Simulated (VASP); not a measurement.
Se, 3 atoms in the cell. The typed cell holds 3 atoms: a = 4.523 Å, b = 5.046 Å, c = 4.502 Å, α = 89.93°, β = 119.68°, γ = 90.15°. The cell was built by a generator and needn't be a form met in nature. The cell isn't the ideal one: random cell without symmetry.

| Item | Value |
| --- | --- |
| Program | VASP 6.6.1 |
| Task | single point |
| Functional | PBE |
| Potentials or basis | VASP PAW PBE potentials, release 64 (Se) |
| Cutoff | 520 eV |
| k mesh | 8 × 6 × 8 |
| Occupations | gaussian, width 0.02 eV |
| Spin | no spin polarisation |
| Dipole correction | no |
| Further INCAR settings | ALGO = Fast; EDIFF = 1e-06; NBANDS = 16 |

Potentials or basis: VASP PAW PBE potentials, release 64 (Se).

Command:

```sh
$ cat potpaw_PBE.64/Se/POTCAR > POTCAR
$ mpirun -np 1 vasp_std > vasp.out
```

Hardware: 1 thread of Intel(R) Xeon(R) Platinum 8488C (Sapphire Rapids) (shared host).

Task: Estimate the wall time of this run.

Result: It took 3.4 min on 1 thread of Intel(R) Xeon(R) Platinum 8488C (Sapphire Rapids) (shared host), peak memory 0.37 GiB. Counts: scf iterations 12, k points 196.
